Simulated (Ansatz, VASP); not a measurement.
## Ba: VASP beside Ansatz

POSCAR

```
Ba
1.0
    0.0000000000      3.2326650028      3.2326650028
    3.2326650028      0.0000000000      3.2326650028
    3.2326650028      3.2326650028      0.0000000000
Ba
1
Direct
    0.0000000000      0.0000000000      0.0000000000
```

Contents of INCAR.step1:

```
ALGO = Normal ; EDIFF = 1E-4
ENCUT = 600 ; GGA = PE
ISMEAR = 0 ; LASPH = True
LCHARG = False ; LREAL = False
LWAVE = True ; NELM = 100
PREC = Accurate ; SIGMA = 0.1
```

File INCAR.step2:

```
ALGO = Normal ; EDIFF = 1E-6
EDIFFG = -0.005 ; ENCUT = 600
IBRION = 2 ; ISIF = 3
ISMEAR = 0 ; ISTART = 1
LASPH = True ; LCHARG = False
LMIXTAU = True ; LREAL = False
LWAVE = False ; METAGGA = R2SCAN
NELM = 100 ; NSW = 100
PREC = Accurate ; SIGMA = 0.1
```

KPOINTS

```
k-points
0
Gamma
  12 12 12
```

Input for Ansatz:

```yaml
crystal:
  lattice:
    - [0.0, 3.2326650028, 3.2326650028]
    - [3.2326650028, 0.0, 3.2326650028]
    - [3.2326650028, 3.2326650028, 0.0]
  atoms:
    - { symbol: Ba, position: [0.0, 0.0, 0.0] }
basis:
  ecutwfc: 500
kpoints:
  mp_grid: { grid: [12, 12, 12] }
hamiltonian:
  xc: r2scan
scf:
  occupations: { method: gaussian, width: 0.1 }
output:
  forces: true
  stress: true
  eigenvalues: true
relax:
  adjacent_minimum: "off"
  f_tol: 0.005
  max_steps: 80
  cell: { stress_tol: 0.05 }
```

This isn't the form of Ba at room conditions, which is bcc.

Alike in both runs: task relaxation of cell and atoms; functional r2SCAN; k mesh 12 × 12 × 12; occupations gaussian, width 0.1 eV; no spin polarisation.

|  | VASP | Ansatz |
| --- | --- | --- |
| version | VASP 6.6.1 | Ansatz 0.2.0 |
| potentials or method | VASP PAW PBE potentials, release 64 (Ba_sv) | scalar-relativistic, plane waves, PAW |
| plane-wave cutoff (eV) | 600 | 500 |
| valence electrons in the cell | 10 | 10 |

Ansatz gave:

| Item | Value |
| --- | --- |
| gap on the k mesh at the Fermi level, each at its own relaxed structure (eV) | none |
| relaxed volume (Å³/atom) | 66.90 |
| relaxed cell length with the largest relative difference (Å) | 4.557 |

Task: What did VASP give for the same quantities?

Result: gap on the k mesh at the Fermi level, each at its own relaxed structure (eV): none; relaxed volume (Å³/atom): 67.20; relaxed cell length with the largest relative difference (Å): 4.563.

A gap of «none» marks a metal or a gap that the smearing closes.

Caveats: the PAW data sets were made with another functional, which shifts forces and pressure a little (VASP). The runs have no spin-orbit coupling, so splittings on Ba are missing.
